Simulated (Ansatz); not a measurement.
# Ru: the cost of one run

Computed with Ansatz 0.2.0 (DFT r2SCAN, scalar-relativistic, plane waves, PAW, unless a step's input says otherwise).

2 further runs of the same task are left out: 2 set aside as unsound or not needed.

### 1 The system as given

It takes space group P6_3/mmc (No. 194, hexagonal). The conventional cell has a = 2.702 Å, b = 2.702 Å, c = 4.266 Å, α = 90.00°, β = 90.00°, γ = 120.00°. Ru (site symmetry -6m2) is surrounded by 12 Ru at 2.64 to 2.70 Å.

Coordinates:

```
CELL_PARAMETERS angstrom
2.70246 0.00000 0.00000
-1.35123 2.34040 0.00000
0.00000 0.00000 4.26584
ATOMIC_POSITIONS crystal
Ru 0.33333 0.66667 0.25000
Ru 0.66667 0.33333 0.75000
```

It goes back to an entry of the Materials Project.

This cell was relaxed beforehand with the same method: volume 13.49 Å³/atom, gap on the mesh none (metal).

The unstrained cell was computed beforehand with the same settings: E(σ→0) = -11781.4092 eV for 2 atoms, gap none (metal).

### 2 At -1.0 %

input.yaml

```yaml
crystal:
  lattice:
    - [2.7024647927, 0.0, 0.0]
    - [-1.3512323964, 2.3404031633, 0.0]
    - [0.0, 0.0, 4.2231806245]
  atoms:
    - { symbol: Ru, position: [0.3333333333, 0.6666666667, 0.25] }
    - { symbol: Ru, position: [0.6666666667, 0.3333333333, 0.75] }
basis:
  ecutwfc: 500
kpoints:
  mp_grid: { grid: [24, 24, 12] }
hamiltonian:
  xc: r2scan
scf:
  occupations: { method: gaussian, width: 0.1 }
output:
  forces: true
  stress: true
  eigenvalues: true
```

Run with:

```bash
$ ansatz run input.yaml --threads 1 --pin off --max-ram 2560MiB --backend cpu --events-out ev --progress --plain --runs-dir out
```

Q: Estimate wall time and peak memory on 1 thread of AMD EPYC 9R45 (Zen 5), shared host.

About 7 s, with a peak of 0.6 GiB.
